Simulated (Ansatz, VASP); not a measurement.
## C in VASP and in Ansatz

Contents of INCAR:

```
SYSTEM = C
PREC = Accurate
ENCUT = 520
EDIFF = 1E-7
ISMEAR = 0
SIGMA = 0.1
LREAL = .False.
LASPH = .True.
NELM = 100
ALGO = Normal
ISIF = 2
LWAVE = .False.
LCHARG = .False.
GGA = PE
NBANDS = 16
```

Contents of KPOINTS:

```
regular mesh
0
Gamma
  6 6 6
  0 0 0
```

Contents of POSCAR:

```
C
1.0
   -2.7697805245      2.7697805245      1.6011654075
    2.7697805245     -2.7697805245      1.6011654075
    2.7697805245      2.7697805245     -1.6011654075
C
4
Direct
    0.1788010600      0.1788010600      0.3576021200
    0.8211989400      0.8211989400      0.6423978800
    0.1788010600      0.8211989400      0.0000000000
    0.8211989400      0.1788010600      0.0000000000
```

Input for Ansatz:

```yaml
crystal:
  lattice:
    - [-2.7697805245, 2.7697805245, 1.6011654075]
    - [2.7697805245, -2.7697805245, 1.6011654075]
    - [2.7697805245, 2.7697805245, -1.6011654075]
  atoms:
    - { symbol: C, position: [0.17880106, 0.17880106, 0.35760212] }
    - { symbol: C, position: [0.82119894, 0.82119894, 0.64239788] }
    - { symbol: C, position: [0.17880106, 0.82119894, 0.0] }
    - { symbol: C, position: [0.82119894, 0.17880106, 0.0] }
basis:
  ecutwfc: 420
kpoints:
  mp_grid: { grid: [6, 6, 6] }
hamiltonian:
  xc: pbe
scf:
  occupations: { method: gaussian, width: 0.1 }
output:
  forces: true
  stress: true
  eigenvalues: true
```

Alike in both runs: task single point; functional PBE; k mesh 6 × 6 × 6; occupations gaussian, width 0.1 eV; no spin polarisation.

|  | VASP | Ansatz |
| --- | --- | --- |
| version | VASP 6.6.1 | Ansatz 0.2.0 |
| potentials or method | VASP PAW PBE potentials, release 64 (C) | scalar-relativistic, plane waves, PAW |
| plane-wave cutoff (eV) | 520 | 420 |
| valence electrons in the cell | 16 | 16 |

```csv
,VASP,Ansatz,Ansatz less VASP
gap on the k mesh at the Fermi level (eV),0.86,0.85,-0.004
least direct gap on the mesh (eV),0.86,0.85,-0.004
pressure (GPa),-64.7,-64.8,-0.07
largest component of the traceless stress (GPa),3.50,3.49,-0.004
rms of the force components (eV/Å),0.316,0.317,+0.0014
```

Atom by atom the forces differ by 0.001 eV/Å (rms over components). With one functional, cell and mesh, what is left measures potentials, basis and numerics.

Caveats: the cell as given lies far from equilibrium; so large a pressure means that the cell lies far from this level's equilibrium, or that cutoff or potentials fall short (VASP). A k mesh can miss the band edges.
